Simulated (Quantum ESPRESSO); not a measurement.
Pb2S, a slab with vacuum:

```
Pb S
1.0
     4.12996    0.00000    0.00000
     0.05727    4.12956    0.00000
     0.00000    0.00000   35.22475
Pb S
4 2
Direct
  0.34127 0.34127 0.21292
  0.02603 0.02603 0.45467
  0.52492 0.52492 0.54533
  0.20968 0.20968 0.78708
  0.52577 0.52577 0.46722
  0.02518 0.02518 0.53278
```

A sound run:

* Program: Quantum ESPRESSO 7.5
* Task: work function
* Functional: PBE
* Potentials or basis: PseudoDojo 0.4.1 SR PBE standard
* Cutoff: 762 eV
* Density cutoff: 3048 eV
* k mesh: 7 × 7 × 1
* Occupations: fermi-dirac, width 0.05 eV
* Spin: no spin polarisation

It gives largest force 0.385 eV/Å; band gap on the k mesh none (metal or under the smearing width).

What do these careless settings give instead: cutoff 463 eV in place of 762 eV; density cutoff 1850 eV in place of 3048 eV?

Largest force 0.388 eV/Å; band gap on the k mesh none (metal or under the smearing width). The run converged, but these numbers show the error of the settings and aren't properties of the slab.
